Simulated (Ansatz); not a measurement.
Runs of Ansatz 0.2.0 on CuO. It takes space group Cccm (No. 66, orthorhombic). The conventional cell has a = 3.982 Å, b = 4.307 Å, c = 5.156 Å, α = 90.00°, β = 90.00°, γ = 90.00°. Around Cu (site symmetry 2/m) lie 4 O at 1.95 Å. Around O (site symmetry 222) lie 4 Cu at 1.95 Å. Measurements of this composition are mostly on another form, of space group No. 15.

```tsv
level	U	hubbard projectors	double counting	gap on the mesh (eV)	pressure (GPa)	relaxed volume (Å³/atom)
PBEsol+U	Cu d U = 4 eV	ortho-atomic (the default)	fll (the default)	none	0.0	10.80
PBEsol+U	Cu d U = 6 eV	ortho-atomic (the default)	fll (the default)	none	0.0	10.89
PBEsol+U	Cu d U = 2 eV	ortho-atomic (the default)	fll (the default)	none	0.0	10.73
PBEsol+U	Cu d U = 8 eV	ortho-atomic (the default)	fll (the default)	none	0.0	10.99
PBEsol+U	Cu d U = 5 eV	ortho-atomic (the default)	fll (the default)	none	0.0	10.84
PBEsol	-	-	-	none	0.0	(b)
PBEsol+U	Cu d U = 3 eV	ortho-atomic (the default)	fll (the default)	none	0.0	(a)
PBEsol+U	Cu d U = 1 eV	ortho-atomic (the default)	fll (the default)	none	0.0	10.69
```

Alike in all rows: task relaxation of cell and atoms; potentials or basis Ansatz PAW; no spin polarisation; cell relaxed; k mesh 9 × 9 × 5; cutoff (eV) 420; smearing fermi-dirac 0.05 eV.

Estimate the missing entries.

(a) 10.76; (b) 10.67.

Caveats: the plane-wave basis is chosen anew once the cell has moved, so the energies of steps on either side of that aren't comparable; the run has no spin polarisation, though such a crystal can be magnetic; the PAW data sets come from PBE, with cores solved anew for the run's functional, which leaves a small shift of forces and pressure; U without spin polarisation on a metal has little footing (some runs); semilocal functionals often make such compounds metallic where correlation or magnetic order opens a gap, which also shifts bond lengths (some runs).

A gap of «none» marks a metal or a gap under the smearing width.
